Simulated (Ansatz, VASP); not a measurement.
## Li2Se: VASP beside Ansatz

The input INCAR:

```
SYSTEM = Li2Se
  PREC = Accurate
  ENCUT = 520
  EDIFF = 1E-7
  ISMEAR = -1
  SIGMA = 0.05
  LREAL = .False.
  LASPH = .True.
  NELM = 80
  ALGO = Normal
  ISIF = 2
  LWAVE = .False.
  LCHARG = .False.
  GGA = PE
  NBANDS = 13
```

KPOINTS

```
regular mesh
0
Gamma
  8 8 8
  0 0 0
```

POSCAR

```
Li2Se
1.0
    0.0000000000      3.0025000000      3.0025000000
    3.0025000000      0.0000000000      3.0025000000
    3.0025000000      3.0025000000      0.0000000000
Se Li
1 2
Direct
   -0.0024310000     -0.0091970000      0.0037410000
    0.7522210000      0.7546680000      0.7480550000
    0.2524520000      0.2424120000      0.2613360000
```

Contents of input.yaml:

```yaml
crystal:
  lattice:
    - [0.0, 3.0025, 3.0025]
    - [3.0025, 0.0, 3.0025]
    - [3.0025, 3.0025, 0.0]
  atoms:
    - { symbol: Se, position: [-0.002431, -0.009197, 0.003741] }
    - { symbol: Li, position: [0.752221, 0.754668, 0.748055] }
    - { symbol: Li, position: [0.252452, 0.242412, 0.261336] }
hamiltonian:
  xc: pbe
  pseudopotentials: { kind: paw }
kpoints:
  mp_grid: { grid: [8, 8, 8] }
scf:
  occupations: { method: fermi_dirac, width: 0.05 }
output:
  forces: true
  stress: true
  eigenvalues: true
```

Change from the starting cell: atoms moved at random, drawn with an rms of 0.05 Å.

Alike in both runs: task single point; functional PBE; k mesh 8 × 8 × 8; occupations fermi-dirac, width 0.05 eV; no spin polarisation.

```csv
,VASP,Ansatz
version,VASP 6.6.1,Ansatz 0.2.0
potentials or method,"VASP PAW PBE potentials, release 64 (Se, Li_sv)",Ansatz PAW
plane-wave cutoff (eV),520,420
valence electrons in the cell,12,22
```

VASP gave:

| Property | Result |
| --- | --- |
| gap on the k mesh at the Fermi level (eV) | 2.93 |
| least direct gap on the mesh (eV) | 3.35 |
| rms of the force components (eV/Å) | 0.073 |

Question: Which values does Ansatz return?

Answer: gap on the k mesh at the Fermi level (eV): 2.94; least direct gap on the mesh (eV): 3.34; rms of the force components (eV/Å): 0.072.

Atom by atom the forces differ by 0.001 eV/Å (rms over components). The functional is the same, so the differences come from potentials, cutoffs and numerics. The two sets of potentials don't hold the same shells in valence.

 A k mesh can miss the band edges.
